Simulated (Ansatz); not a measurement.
**Response of Ru to small distortions**

```xyz
2
Lattice="2.7058 0.0000 0.0000 -1.3529 2.3433 0.0000 0.0000 0.0000 4.2819" Properties=species:S:1:pos:R:3 pbc="T T T"
Ru    0.0000    1.5622    1.0705
Ru    1.3529    0.7811    3.2114
```

Atom numbers follow the list: Ru1, Ru2.

Conventional cell: a = 2.706 Å, b = 2.706 Å, c = 4.282 Å, α = 90.00°, β = 90.00°, γ = 120.00°. Ru (atom 1) is surrounded by 12 Ru at 2.65 to 2.71 Å.

The geometry is COD entry 9017842, unchecked; take it as a test cell.

The calculation used DFT, PBEsol, all-electron LAPW, scalar-relativistic (Ansatz 0.2.0).

Sampling and basis: a Γ-centred 14×14×8 k mesh, Fermi–Dirac smearing of 0.03 eV, basis error target 0.5 meV/atom, no spin polarisation.

The unchanged cell is at -6.27 GPa.

In a metal, stresses and small energies carry noise from the k mesh.

x, y and z are the Cartesian axes of the cell as listed; fractional coordinates follow a strain, and an engineering shear is twice the off-diagonal strain component.

With this change (equal xy, yz and zx engineering shear strains of -3 %), what becomes of the energy and stress and forces?

Energy change +23 meV/atom; stress change (xx, yy, zz, yz, xz, xy) 0.67, 0.85, 1.02, 5.96, 5.92, 6.11 GPa, compression positive; change of the force on Ru1 (0.137, -0.006, 0.040) eV/Å.

With equal xy, yz and zx engineering shear strains of -1 %: energy change +2 meV/atom; stress change (xx, yy, zz, yz, xz, xy) 0.08, 0.08, 0.12, 1.98, 1.98, 1.97 GPa, compression positive; change of the force on Ru1 (0.048, -0.001, 0.005) eV/Å.

With this change (equal xy, yz and zx engineering shear strains of +2 %), what becomes of the energy and stress and forces?

Energy change +10 meV/atom; stress change (xx, yy, zz, yz, xz, xy) 0.35, 0.32, 0.44, -3.81, -3.79, -3.84 GPa, compression positive; change of the force on Ru1 (-0.062, -0.002, 0.018) eV/Å.
